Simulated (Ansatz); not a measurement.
# KBr: a line through a two-coordinate scan

One line of a two-coordinate grid on KBr (Pm-3m, No. 221; 4 atoms in the cell): equal normal strain along x, y and z is varied, at amplitude of mode 4 (57 cm⁻¹) = −0.334 Å.

Computed with Ansatz 0.2.0 (DFT LDA, scalar-relativistic, plane waves, PAW, unless a step's input says otherwise).

11 further runs of the same task are left out: 11 set aside as unsound or not needed.

## Step 1: The system as given

It takes space group Pm-3m (No. 221, cubic). Conventional cell: a = 3.830 Å, b = 3.830 Å, c = 3.830 Å, α = 90.00°, β = 90.00°, γ = 90.00°. K (site symmetry m-3m) is surrounded by 8 Br at 3.32 Å. Br (site symmetry m-3m) has 8 K at 3.32 Å as nearest neighbours.

Structure file:

```xyz
2
Lattice="3.8300 0.0000 0.0000 0.0000 3.8300 0.0000 0.0000 0.0000 3.8300" Properties=species:S:1:pos:R:3 pbc="T T T"
K     0.0000    0.0000    0.0000
Br    1.9150    1.9150    1.9150
```

It goes back to an entry of the Materials Project, which need not be the stable form.

This cell was relaxed beforehand with the same method: volume 28.09 Å³/atom, gap on the mesh 4.02 eV.

## Step 2: What is varied

The energy is mapped over a normal mode and a strain (zone-centre modes of the cell shown, which folds in the wave vector (0, 0, 1/2) of the primitive cell) (x along [1 0 0], y along [0 1 0], z along [0 0 1] of the conventional cell).

The axes are (1) amplitude of mode 4 (57 cm⁻¹), largest displacement in the unstrained cell: 11 values from −0.557 Å; (2) equal normal strain along x, y and z: 7 values from −2.50 %.

Nothing else is relaxed (the pattern is fixed in fractional coordinates). Energies count from the relaxed high-symmetry cell. Points are written as (first, second).

The modes come from a phonon run on the reference cell, made beforehand.

Displacement patterns for an amplitude of 1 (Å):

| atom | x1 | y1 | z1 |
| --- | --- | --- | --- |
| K1 | 0.000 | 0.000 | 0.000 |
| K2 | 0.000 | 0.000 | 0.000 |
| Br3 | 1.000 | 0.000 | 0.000 |
| Br4 | -1.000 | 0.000 | 0.000 |

## Step 3: Grid point (−0.334 Å, −2.50 %)

File input.yaml:

```yaml
crystal:
  lattice:
    - [3.734261878, 0.0, 0.0]
    - [0.0, 3.734261878, 0.0]
    - [0.0, 0.0, 7.4685237561]
  atoms:
    - { symbol: K, position: [0.0, 0.0, 0.0] }
    - { symbol: K, position: [0.0, 0.0, 0.5] }
    - { symbol: Br, position: [0.4127417919, 0.5, 0.25] }
    - { symbol: Br, position: [0.5872582081, 0.5, 0.75] }
basis:
  ecutwfc: 420
kpoints:
  mp_grid: { grid: [6, 6, 4] }
hamiltonian:
  xc: lda
scf:
  occupations: { method: gaussian, width: 0.05 }
output:
  forces: true
  stress: true
  eigenvalues: true
```

Launch:

```
> ansatz run input.yaml --threads 1 --pin off --max-ram 2048MiB --backend cpu --events-out ev --progress --plain --runs-dir out
```

The session goes on with these runs: the other points of the line.

What does the calculation give? Wanted: for each run, equal normal strain along x, y and z; energy; slope; pressure; largest force on an atom.

As calculated:

| equal normal strain along x, y and z (%) | step | energy (meV) | slope (meV per %) | pressure (GPa) | band gap on the k-mesh (eV) | largest force on an atom (eV/Å) |
| --- | --- | --- | --- | --- | --- | --- |
| −2.50 | 3 | 216 | −67 | 3.34 | 4.34 | 0.52 |
| −1.67 | – | 168 | −49 | 2.42 | 4.24 | 0.46 |
| −0.83 | 4 | 133 | −33 | 1.60 | 4.13 | 0.40 |
| 0.00 | 5 | 112 | −19 | 0.89 | 4.04 | 0.35 |
| 0.83 | 6 | 102 | −5 | 0.25 | 3.95 | 0.30 |
| 1.67 | 7 | 103 | 7 | −0.31 | 3.86 | 0.25 |
| 2.50 | 8 | 113 | 18 | −0.80 | 3.78 | 0.21 |

Energies count from the relaxed high-symmetry cell. Rows without a step come from runs not printed here or follow by symmetry. Slopes come from the forces (and the stress, where the cell changes), not from differences of energies.

What this shows: Along the line the energy is lowest at 0.83 %, 102 meV from the zero. Energies and slopes round the minimum, fitted together, put the minimum at 1.194 %, with a curvature of about 15 meV per %². The highest point computed, at −2.50 %, lies 114 meV above the lowest. This is one cut through a surface in two coordinates; the map's lowest point lies off it.

The gaps are Kohn-Sham values of a semilocal functional, not quasiparticle or optical gaps. Such gaps usually fall short of the measured ones.
